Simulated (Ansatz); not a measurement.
# AlNi (Pm-3m) in Ansatz: convergence with k mesh

Aim: find how far k mesh must go before the results for AlNi settle, at PBE. This setting moves, with any that are tied to it; all else stays.

All numbers are computed with Ansatz 0.2.0; they aren't measurements. Logs are shortened: lines on timing, memory, paths and dates and some standing lists are left out, and cuts for length are marked.

## Step 1: The crystal as given

Symmetry: Pm-3m, No. 221, cubic system. The conventional cell has a = 2.881 Å, b = 2.881 Å, c = 2.881 Å, α = 90.00°, β = 90.00°, γ = 90.00°. Ni (site symmetry m-3m) has 8 Al at 2.50 Å as nearest neighbours. Al (site symmetry m-3m) is surrounded by 8 Ni at 2.50 Å.

## Step 2: With k mesh 3 × 3 × 3

Input file input.yaml:

```yaml
crystal:
  lattice:
    - [2.881, 0.0, 0.0]
    - [0.0, 2.881, 0.0]
    - [0.0, 0.0, 2.881]
  atoms:
    - { symbol: Ni, position: [0.5, 0.5, 0.5], spin: 1.0 }
    - { symbol: Al, position: [0.0, 0.0, 0.0] }
hamiltonian:
  xc: pbe
  pseudopotentials: { kind: paw, source: jth }
magnetization:
  spin_polarized: true
kpoints:
  mp_grid: { grid: [3, 3, 3] }
scf:
  occupations: { method: fermi_dirac, width: 0.1 }
output:
  forces: true
  stress: true
  eigenvalues: true
```

Potentials or basis: JTH PAW.

Started as:

```sh
$ ansatz run input.yaml --threads 2 --pin off --max-ram 5632MiB --backend cpu --events-out ev --progress --plain --runs-dir out
```

Run time: 4.8 s. Hardware: 2 threads of Intel Xeon at 2.50GHz (Skylake/Cascade Lake), shared host; peak memory 0.46 GiB.

Results:

| Item | Value |
| --- | --- |
| Free energy | -6377.6601 eV |
| Pressure | 3.0 GPa |
| Band gap on the k mesh | none (metal or under the smearing width) |
| Net moment | 0.18 μB per cell |
| Absolute moment | 0.18 μB per cell |
| Site moments | Ni +0.14; Al +0.02 μB |

## Step 3: With k mesh 4 × 4 × 4

Edit input.yaml of step 2 so:

```diff
@@ -14,3 +14,3 @@
 kpoints:
-  mp_grid: { grid: [3, 3, 3] }
+  mp_grid: { grid: [4, 4, 4] }
 scf:
```

Potentials or basis: JTH PAW.

Started as:

```sh
$ ansatz run input.yaml --threads 2 --pin off --max-ram 5632MiB --backend cpu --events-out ev --progress --plain --runs-dir out
```

Run time: 6.7 s. Hardware: 2 threads of Intel Xeon at 2.50GHz (Skylake/Cascade Lake), shared host; peak memory 0.5 GiB.

What came out:

| Quantity | Value |
| --- | --- |
| Free energy | -6377.8360 eV |
| Pressure | 1.5 GPa |
| Band gap on the k mesh | none (metal or under the smearing width) |
| Net moment | 0.00 μB per cell |
| Absolute moment | 0.00 μB per cell |

## Step 4: With k mesh 5 × 5 × 5

Edit input.yaml of step 3 so:

```diff
@@ -14,3 +14,3 @@
 kpoints:
-  mp_grid: { grid: [4, 4, 4] }
+  mp_grid: { grid: [5, 5, 5] }
 scf:
```

Started as:

```sh
$ ansatz run input.yaml --threads 2 --pin off --max-ram 5632MiB --backend cpu --events-out ev --progress --plain --runs-dir out
```

Wall time 7.1 s (2 threads of Intel Xeon at 2.50GHz (Skylake/Cascade Lake), shared host); peak memory 0.51 GiB.

What came out:

```yaml
Free_energy: -6377.7699 eV
Pressure: 3.1 GPa
Band_gap_on_the_k_mesh: none (metal or under the smearing width)
Net_moment: 0.00 μB per cell
Absolute_moment: 0.00 μB per cell
```

## Step 5: With k mesh 7 × 7 × 7

Edit input.yaml of step 4 so:

```diff
@@ -14,3 +14,3 @@
 kpoints:
-  mp_grid: { grid: [5, 5, 5] }
+  mp_grid: { grid: [7, 7, 7] }
 scf:
```

Started as:

```sh
$ ansatz run input.yaml --threads 2 --pin off --max-ram 5632MiB --backend cpu --events-out ev --progress --plain --runs-dir out
```

Wall time 12 s (2 threads of Intel Xeon at 2.50GHz (Skylake/Cascade Lake), shared host); peak memory 0.58 GiB.

What came out:

```
Free energy            : -6377.8045 eV
Pressure               : 2.4 GPa
Band gap on the k mesh : none (metal or under the smearing width)
Net moment             : 0.00 μB per cell
Absolute moment        : 0.00 μB per cell
```

## Step 6: With k mesh 8 × 8 × 8

Edit input.yaml of step 5 so:

```diff
@@ -14,3 +14,3 @@
 kpoints:
-  mp_grid: { grid: [7, 7, 7] }
+  mp_grid: { grid: [8, 8, 8] }
 scf:
```

Potentials or basis: JTH PAW.

Started as:

```sh
$ ansatz run input.yaml --threads 2 --pin off --max-ram 5632MiB --backend cpu --events-out ev --progress --plain --runs-dir out
```

It took 18 s on 2 threads of Intel Xeon at 2.50GHz (Skylake/Cascade Lake), shared host; peak memory 0.68 GiB.

The run converged. Its results:

```
Free energy            : -6377.7934 eV
Pressure               : 2.7 GPa
Band gap on the k mesh : none (metal or under the smearing width)
Net moment             : 0.00 μB per cell
Absolute moment        : 0.00 μB per cell
```

## Step 7: With k mesh 10 × 10 × 10

Edit input.yaml of step 6 so:

```diff
@@ -14,3 +14,3 @@
 kpoints:
-  mp_grid: { grid: [8, 8, 8] }
+  mp_grid: { grid: [10, 10, 10] }
 scf:
```

Started as:

```sh
$ ansatz run input.yaml --threads 2 --pin off --max-ram 5632MiB --backend cpu --events-out ev --progress --plain --runs-dir out
```

Wall time 28 s (2 threads of Intel Xeon at 2.50GHz (Skylake/Cascade Lake), shared host); peak memory 0.81 GiB.

It converged, with:

| Quantity | Value |
| --- | --- |
| Free energy | -6377.7961 eV |
| Pressure | 2.4 GPa |
| Band gap on the k mesh | none (metal or under the smearing width) |
| Net moment | 0.00 μB per cell |
| Absolute moment | 0.00 μB per cell |

## Step 8: With k mesh 13 × 13 × 13

Edit input.yaml of step 7 so:

```diff
@@ -14,3 +14,3 @@
 kpoints:
-  mp_grid: { grid: [10, 10, 10] }
+  mp_grid: { grid: [13, 13, 13] }
 scf:
```

Started as:

```sh
$ ansatz run input.yaml --threads 2 --pin off --max-ram 5632MiB --backend cpu --events-out ev --progress --plain --runs-dir out
```

Run time: 52 s. Hardware: 2 threads of Intel Xeon at 2.50GHz (Skylake/Cascade Lake), shared host; peak memory 0.98 GiB.

It converged, with:

```
Free energy            : -6377.7953 eV
Pressure               : 2.5 GPa
Band gap on the k mesh : none (metal or under the smearing width)
Net moment             : 0.00 μB per cell
Absolute moment        : 0.00 μB per cell
```

## Step 9: With k mesh 15 × 15 × 15

Edit input.yaml of step 8 so:

```diff
@@ -14,3 +14,3 @@
 kpoints:
-  mp_grid: { grid: [13, 13, 13] }
+  mp_grid: { grid: [15, 15, 15] }
 scf:
```

Potentials or basis: JTH PAW.

Started as:

```sh
$ ansatz run input.yaml --threads 2 --pin off --max-ram 5632MiB --backend cpu --events-out ev --progress --plain --runs-dir out
```

Standard output:

```text
Warning: the checks of this Ni dataset prove no rule for summing its radial tables, as where they were carried onto another mesh than they were made on, and Gregory's rule is taken, under which a leading mesh point left out moves its sums only by what lay on the interval it spanned. That does not make them correct, and they differ from Quantum ESPRESSO's on this file; a re-export a fraction of a mesh step off can move them. hamiltonian.pseudopotentials.radial_quadrature: simpson_from_first_knot sums it by `pw.x`'s rule; on a PAW file no value gives `pw.x`'s numbers. What more to know: hamiltonian.pseudopotentials.radial_quadrature, in the input reference
Warning: the checks of this Al dataset prove no rule for summing its radial tables, as where they were carried onto another mesh than they were made on, and Gregory's rule is taken, under which a leading mesh point left out moves its sums only by what lay on the interval it spanned. That does not make them correct, and they differ from Quantum ESPRESSO's on this file; a re-export a fraction of a mesh step off can move them. hamiltonian.pseudopotentials.radial_quadrature: simpson_from_first_knot sums it by `pw.x`'s rule; on a PAW file no value gives `pw.x`'s numbers. What more to know: hamiltonian.pseudopotentials.radial_quadrature, in the input reference
Warning: RAYON_NUM_THREADS=2 ignored (pool sized by the plan → 2); use --threads N
Engine: ansatz 0.2.0, x86_64-unknown-linux-gnu
Pseudopotentials: kind: paw
Pseudopotential: Ni, paw, valence charge 18, recommended cutoff 2400 eV (normal), Ni.paw.azcp
Pseudopotential: Al, paw, valence charge 3, recommended cutoff 570 eV (normal), Al.paw.azcp
Functional definition: PBE
  parameter kappa = 0.804
  parameter beta = 0.06672455060314922
  exchange = pbe_x(kappa = kappa, mu = beta*pi^2/3)
  correlation = pbe_c(beta = beta)
Crystal: 2 atoms, lattice volume = 23.913 Å³
Basis set: ecut = 2400 eV, 6403 PW (Γ), exchange–correlation on 96×96×96 points (8 copies of the dense FFT grid, shifted against one another)
Bands: 15, of which v1, the nominal top of the filled ones, is band 11 counted from 1 (10 counted from 0)
Symmetry: 48 space group operations
Space group: Pm-3m (ITA 221), of the structure as read, at distance tolerance 2.9e-5 Å
Magnetic group: BNS 221.92 (UNI 1594), of the structure as read, at distance tolerance 2.9e-5 Å
k-points: 120 of 3375
Non-local potential: Ni, projectors of the file, l = 0: 2, l = 1: 2, l = 2: 2
Non-local potential: Al, projectors of the file, l = 0: 2, l = 1: 2
PAW form: soft (Blöchl's): semilocal exchange-correlation on the pseudo side does not see the compensation charge
PAW one-centre angular grid: Ni, 590 points (default); XC on 64 Gauss nodes
PAW one-centre angular grid: Al, 110 points (default); XC on 64 Gauss nodes
Initial density: superposition of atomic densities (chi_scale 0.1, normalization cell)
Starting moments: Σ|m| = 1 μB on 1 of 2 sites
Initial wavefunctions: pseudopotential atomic-orbital guess
[... 12 lines left out ...]
SCF iter   9: F=—  HF=-6377.793163 eV  |F-HF|=—  |Δ(HF+E_count)|=   3.18e-8  Δρ=1.68e-6 (↑1.68e-6 ↓1.57e-6)  dr2=1.39e-10  dr2_m=4.53e-10  M=0.000 μB ∫|m|=0.000 μB  β_m=0.98  ethr=7.47e-10  ⟨swp⟩=2.2  Hψ=5732  notcnv=0  defer=20
SCF iter  10: F=—  HF=-6377.793163 eV  |F-HF|=—  |Δ(HF+E_count)|=  3.35e-10  Δρ=1.88e-7 (↑1.59e-7 ↓1.88e-7)  dr2=6.65e-12  dr2_m=2.90e-12  M=0.000 μB ∫|m|=0.000 μB  β_m=0.89  ethr=1.00e-12  ⟨swp⟩=3.1  Hψ=7314  notcnv=0  defer=20
SCF iter  11: F=-6377.793163 eV  HF=-6377.793163 eV  |F-HF|=2.00e-11  |Δ(HF+E_count)|=  7.28e-12  Δρ=1.42e-7 (↑1.22e-7 ↓1.42e-7)  dr2=1.34e-11  dr2_m=6.84e-14  M=0.000 μB ∫|m|=0.000 μB  ethr=1.00e-12  ⟨swp⟩=1.5  Hψ=8626  notcnv=0
SCF 1 converged in 11 iterations: F = -6377.793163 eV  dr2 = 1.34e-11
WARN: the starting moments were not kept: the SCF closed with an absolute magnetisation of 1.9e-7 μB, where they sum to 1 μB in size (1 site). That is at most 0.1 of that sum. Measured as dr2_m measures the in/out step, that magnetisation stands 2.0e-14 eV from none, at or under the dr2_threshold of 1.0e-7 eV: it is no larger than a step whose dr2_m would equal this threshold. The system may hold no moment; this SCF shows only that its start led to no more than that. To try another start: raise the starting moments (crystal.atoms[].spin, magnetization.per_species, magnetization.initial_magnetization, or on a non-collinear deck that types none of these the spinor_matrix: blocks that start its atoms; where the total moment is fixed, keep their sum and leave initial_magnetization as it is; typed ones take the place of any that the run laid by itself, positive ones on a crystal's lanthanoids without a Hubbard term where scf.initial_density.shell_occupations: [] is typed) or, if the notice of its spin-set hold's release reads "site moments contracting" or "site moments show no strong build", lengthen the hold (scf.mixing.spin_hold: { on: { confirm: 4 } }; for m-r²SCAN on two components see the key's manual first). Each may lead to a state that holds a moment. A second SCF, from the converged charge density, with the starting moments and any scf.initial_density.shell_occupations laid on it anew, would have followed, and was not run: the deck does not ask for one (magnetization.retry_lost_moments is false, the default). To let it run, set magnetization.retry_lost_moments: true and run the deck again, where that key's refused combinations let it; where memory then withholds it, that run's warning says so.
SCF converged after 11 iterations
Magnetization: 0.0000 μB (10.5000 up, 10.5000 down)
Absolute magnetization: 0.0000 μB (∫|ρ↑−ρ↓|, with the PAW one-centre terms)
Spin contamination: 0.0000 ħ² per cell (⟨S²⟩ above its minimum at these occupations)
Per-site moments (μB) at R_I (Å): [(7.577704914192395e-8, 1.0291954151749743), (1.6206758698732907e-8, 1.0291954151749743)]
Free energy (F): -6377.793163 eV
Harris-Foulkes:  -6377.793163 eV  (|F-HF|=2.00e-11)
Internal energy: -6377.764104 eV  (E = F + TS)
E sigma→0 (E₀):  -6377.778633 eV
Entropy (-TS):   -0.029059 eV (-14.529 meV/atom)
Fermi energy:    14.680915 eV
--- Per-component energies (eV) ---
  E_band       = -322.232126
  E_kinetic    = 816.100680
  E_local      = -4144.802244  (includes V_loc(G=0)·N_el)
  E_nonlocal   = -173.864212
  E_hartree    = 1552.721531
  E_xc         = -212.623212
  E_vxc        = -268.782415  (∫ρ·V_xc dr)
  E_paw        = -1637.682315  (= ΣΔE_a)
  E_vpaw       = 343.673248  (= ΣTr[D̂ρ^β])
  E_aug_tail   = 0.000044  (compensation charges beyond the density's cutoff)
  E_ewald      = -2577.614375
  E_smearing   = -0.029059  (= −TS)
  E_closure    = -0.000000  (closes the sum)
  Σ components = -6377.793163   (vs F -6377.793163, Δ=0.00e0)
--- Forces (eV/Å), atoms counted from 1 ---
  atom   1  Ni     0.00000000     0.00000000    -0.00000000
  atom   2  Al    -0.00000000    -0.00000000    -0.00000000
  max |Σ_I F_I| component: 2.01e-28 eV/Å
--- Stress (GPa, compression-positive) ---
        2.547290      -0.000000       0.000000
       -0.000000       2.547290       0.000000
        0.000000       0.000000       2.547290
  P = ⅓ Tr σ = 2.5473 GPa (25.473 kbar)
--- Band table (eV; the first three rows and the last of 240) ---
  k-point 0 ↑: bands = ["-88.6764", "-49.0758", "-49.0758", "-49.0758", "3.4857", "11.4282", "11.4282", "13.1310", "13.1310", "13.1310", "20.1458", "20.1458", "20.1458", "22.7857", "22.7857"]
  k-point 1 ↑: bands = ["-88.6763", "-49.0768", "-49.0757", "-49.0757", "3.5678", "11.4221", "11.4476", "13.0949", "13.0949", "13.1349", "19.2717", "20.2546", "20.2546", "22.7901", "23.5748"]
  k-point 2 ↑: bands = ["-88.6762", "-49.0796", "-49.0755", "-49.0755", "3.8132", "11.3853", "11.5032", "12.9960", "12.9960", "13.1456", "17.7893", "20.5716", "20.5716", "22.8030", "24.7597"]
  k-point 119 ↓: bands = ["-88.6722", "-49.0942", "-49.0942", "-49.0942", "10.4926", "10.5772", "10.5772", "13.6398", "13.6398", "16.0927", "16.6411", "16.6411", "18.2336", "19.2641", "19.2641"]
```

It took 63 s on 2 threads of Intel Xeon at 2.50GHz (Skylake/Cascade Lake), shared host; peak memory 1.2 GiB.

Results:

- Free energy: -6377.7932 eV
- Pressure: 2.5 GPa
- Band gap on the k mesh: none (metal or under the smearing width)
- Net moment: 0.00 μB per cell
- Absolute moment: 0.00 μB per cell

## Step 10: The series at a glance

```
      k mesh  energy less the tightest run, at zero smearing (meV/atom)  pressure (GPa)  absolute moment (μB)  SCF cycles  CPU time (s)  peak memory (GiB)
   3 × 3 × 3                                                      75.61            3.03                  0.18          11           8.2               0.46
   4 × 4 × 4                                                     -21.70            1.51                  0.00          10            12                0.5
   5 × 5 × 5                                                      18.35            3.11                  0.00          11            13               0.51
   7 × 7 × 7                                                      -7.82            2.41                  0.00          10            21               0.58
   8 × 8 × 8                                                       1.15            2.65                  0.00          11            34               0.68
10 × 10 × 10                                                      -2.55            2.45                  0.00          10            51               0.81
13 × 13 × 13                                                      -2.10            2.48                  0.00          10            98               0.98
15 × 15 × 15                                                       0.00            2.55                  0.00          11           120                1.2
```

Against the tightest run, the pressure stays within 0.1 GPa from 13 × 13 × 13 on; the absolute moment stays within 0.02 μB from 4 × 4 × 4 on. Not settled before the last step: the energy (to 1 meV/atom). Meshes of other sizes hit other points, so gaps and Fermi surfaces needn't settle smoothly. The tightest run that finished is the yardstick and may itself not be fully converged.

Caveats: the starting moments weren't kept.
